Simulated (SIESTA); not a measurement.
BAs in SIESTA: the effect of pseudo set

BAs:

```
As B
1.0
     0.00000    2.38850    2.38850
     2.38850    0.00000    2.38850
     2.38850    2.38850    0.00000
As B
1 1
Direct
  0.75000 0.75000 0.75000
  0.00000 0.00000 0.00000
```

Alike in all runs:

```yaml
Program: SIESTA 5.4.2
Task: band structure
Functional: PBE
Basis: DZP (energy shift 0.003 Ry; two zetas on semicore shells)
Grid_cutoff: 500 Ry
Energy_shift: 0.003 Ry
k_mesh: 10 × 10 × 10
Occupations: fermi-dirac, width 0.05 eV
Spin: no spin polarisation
```

| pseudo set | gap on the mesh (eV) | pressure (GPa) |
| --- | --- | --- |
| PseudoDojo 0.4 standard | 1.34 | 4.7 |
| PseudoDojo 0.4 stringent | 1.51 | 2.2 |
| PseudoDojo 0.5 standard | 1.34 | 4.7 |
| SG15 1.2 | ? | ? |
| SPMS 1.0 | 1.39 | 4.2 |
| Ansatz NC | 1.34 | 4.5 |

**Question.** What does the run with pseudo set SG15 1.2 give?

**Answer.** gap on the mesh 1.22 eV; pressure 5.2 GPa.

Caveats: the basis of atomic orbitals isn't converged, which shifts pressures, moduli and gaps; short orbitals over semicore shells can move pressures by several GPa (some runs); the valence orbitals were made in a potential fitted to the semicore shell under them, which widens gaps by tenths of an eV or more (some runs).

The runs don't all hold the same shells in valence.
